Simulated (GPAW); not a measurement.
A run of GPAW 26.7.0 is set up as follows.

The input run.py:

```python
from ase.eos import EquationOfState
from ase.io import Trajectory, read
from ase.units import GPa
from gpaw import GPAW, PW, setup_paths

setup_paths.insert(0, '.')

atoms = read('SnO2.xyz')

traj = Trajectory('eos.traj', 'w')
volumes, energies = [], []
for x in [0.94, 0.96, 0.98, 1.0, 1.02, 1.04, 1.06]:
    a = atoms.copy()
    a.set_cell(atoms.cell * x**(1 / 3), scale_atoms=True)
    calc = GPAW(mode=PW(800),
                xc='LDA',
                kpts={'size': (4, 4, 5), 'gamma': True},
                occupations={'name': 'fermi-dirac', 'width': 0.05},
                setups={'O': 'jth', 'Sn': 'jth'},
                nbands=-17,
                convergence={'density': 1e-05, 'energy': 1e-05},
                maxiter=150,
                txt=f'eos-{x:.2f}.txt')
    a.calc = calc
    energies.append(a.get_potential_energy(force_consistent=True))
    volumes.append(a.get_volume())
    p = -a.get_stress()[:3].mean() / GPa
    calc.write(f'eos-{x:.2f}.gpw')
    traj.write(a)
    print(f'{x:.2f} {volumes[-1]:10.4f} A^3 {energies[-1]:14.6f} eV {p:9.3f} GPa', flush=True)

v0, e0, B = EquationOfState(volumes, energies, eos='birchmurnaghan').fit()
print(f'V0 = {v0:.4f} A^3, E0 = {e0:.6f} eV, B0 = {B / GPa:.2f} GPa')
```

Contents of SnO2.xyz:

```xyz
6
Lattice="4.7380000000 0.0000000000 0.0000000000 0.0000000000 4.7380000000 0.0000000000 0.0000000000 0.0000000000 3.1865000000" Properties=species:S:1:pos:R:3 pbc="T T T"
Sn     2.3690000000      2.3690000000      1.5932500000
Sn     0.0000000000      0.0000000000      0.0000000000
O      3.8240398000      0.9139602000      1.5932500000
O      3.2829602000      3.2829602000      0.0000000000
O      0.9139602000      3.8240398000      1.5932500000
O      1.4550398000      1.4550398000      0.0000000000
```

Potentials or basis: JTH PAW 2.0, LDA, pw.

Run with:

```sh
$ OMP_NUM_THREADS=1 python run.py
```

Problem. Predict the equilibrium volume.

Solution. 11.84 Å³/atom.

Problem. Estimate the bulk modulus at fixed shape and positions.

Solution. 215 GPa.

Problem. Estimate the pressure derivative of the bulk modulus.

Solution. 4.9.

Energy against volume, from the lowest point:
```tsv
volume (Å³/atom)	energy (meV/atom)
11.207	24.95
11.445	9.07
11.684	1.06
11.922	0.00
12.161	5.18
12.399	15.86
12.637	31.43
```

Caveat: the k mesh is coarse (spacing up to 0.39 Å⁻¹), so the values aren't converged; the program truncates these outside data sets; the cell was scaled at fixed shape and fractional positions, which overstates the stiffness of a crystal with free parameters, most of all of layers and chains.
